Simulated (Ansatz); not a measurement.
Wanted: the native input for an Ansatz 0.2.0 run.

```
Task                : single point
Functional          : PBE
Potentials or basis : all-electron LAPW, scalar-relativistic
Cutoff              : 227 eV (chosen from the basis error)
Basis error allowed : 0.001 eV/atom
k mesh              : 8 × 8 × 8
Occupations         : gaussian, width 0.025 eV
Spin                : no spin polarisation
```

Crystal: BeTe.

```xyz
2
Lattice="0.0000 2.7700 2.7700 2.7700 0.0000 2.7700 2.7700 2.7700 0.0000" Properties=species:S:1:pos:R:3 pbc="T T T"
Te    4.1550    4.1550    4.1550
Be    0.0000    0.0000    0.0000
```

One way to write it, as run:

input.yaml

```yaml
crystal:
  lattice:
    - [0.0, 2.77, 2.77]
    - [2.77, 0.0, 2.77]
    - [2.77, 2.77, 0.0]
  atoms:
    - { symbol: Te, position: [0.75, 0.75, 0.75] }
    - { symbol: Be, position: [0.0, 0.0, 0.0] }
kpoints:
  mp_grid: { grid: [8, 8, 8] }
scf:
  occupations: { method: gaussian, width: 0.025 }
hamiltonian:
  xc: pbe
  pseudopotentials: { kind: all_electron, lapw: { basis_error: 0.001 } }
output:
  forces: true
  stress: true
  eigenvalues: true
```

Potentials or basis: all-electron LAPW, scalar-relativistic.

Launch:

```sh
$ ansatz run input.yaml --threads 1 --pin off --max-ram 3072MiB --backend cpu --events-out ev --progress --plain --runs-dir out
```

It gave:

The pressure is 4.3 GPa and the band gap on the k mesh is 1.86 eV, indirect (least direct gap 3.59 eV).

Caveat: spin-orbit coupling is left out, which moves the levels of the heavy elements.

Run time: 6.8 s on 1 thread of Arm Neoverse V1, with other jobs on the host, peak memory 0.24 GiB.
